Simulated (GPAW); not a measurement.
Crystal: W.

```
CELL_PARAMETERS angstrom
-1.58234 1.58234 1.58234
1.58234 -1.58234 1.58234
1.58234 1.58234 -1.58234
ATOMIC_POSITIONS crystal
W 0.00000 0.00000 0.00000
```

| Quantity | Value |
| --- | --- |
| Program | GPAW 26.7.0 |
| Task | relaxation of cell and atoms |
| Functional | PBE |
| Potentials or basis | GPAW PAW data sets (gpaw-data 1.2.1) |
| Cutoff | 600 eV |
| Basis | pw |
| k mesh | 12 × 12 × 12 |
| Occupations | fermi-dirac, width 0.05 eV |
| Spin | no spin polarisation |

At the start: pressure 5.6 GPa; volume 15.85 Å³/atom.

Task: Where does the relaxation end?

Result: Over 3 steps the energy falls by 5.1 meV/atom and the volume is 16.13 Å³/atom (+1.8 %); space group Im-3m (No. 229, to 0.05 Å).

Step by step:
```csv
step,energy change (eV),largest force (eV/Å),pressure (GPa),volume (Å³)
1,0.0000,0.0000,5.57,15.85
2,-0.0047,0.0000,-1.74,16.23
3,-0.0051,0.0000,-0.03,16.13
```

Final structure:
```
W
1.0
    -1.59182    1.59182    1.59182
     1.59182   -1.59182    1.59182
     1.59182    1.59182   -1.59182
W
1
Direct
  0.00000 0.00000 0.00000
```

Caveat: later steps reuse the first step's grids.
